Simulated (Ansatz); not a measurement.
ZnSe (Stilleite):

```
Se Zn
1.0
     0.00000    2.83380    2.83380
     2.83380    0.00000    2.83380
     2.83380    2.83380    0.00000
Se Zn
1 1
Direct
  0.75000 0.75000 0.75000
  0.00000 0.00000 0.00000
```

- Program: Ansatz 0.2.0
- Task: relaxation of cell and atoms
- Functional: revPBE
- Dispersion: D3(BJ)
- Potentials or basis: Ansatz PAW
- Cutoff: 420 eV (not typed: the program's choice for these potentials)
- k mesh: 8 × 8 × 8
- Occupations: fermi-dirac, width 0.05 eV
- Spin: no spin polarisation

At the start: volume 22.76 Å³/atom.

Q: Where does the relaxation end?

A: It ends after 4 steps and the volume is 22.27 Å³/atom (-2.1 %); space group F-43m (No. 216, to 0.05 Å).

The path:
```
step  energy change (eV)  largest force (eV/Å)  volume (Å³)
   1              0.0000                0.0000        45.51
   2             -0.0041                0.0000        44.79
   3             -0.0044                0.0000        44.54
   4             -0.0040                0.0000        44.54
```

Final structure:
```xyz
2
Lattice="0.0000 2.8135 2.8135 2.8135 0.0000 2.8135 2.8135 2.8135 0.0000" Properties=species:S:1:pos:R:3 pbc="T T T"
Se    4.2202    4.2202    4.2202
Zn    0.0000    0.0000    0.0000
```

Caveat: the plane-wave basis is chosen anew once the cell has moved, so the energies of steps on either side of that aren't comparable; the PAW data sets come from PBE, with cores solved anew for the run's functional, which leaves a small shift of forces and pressure.
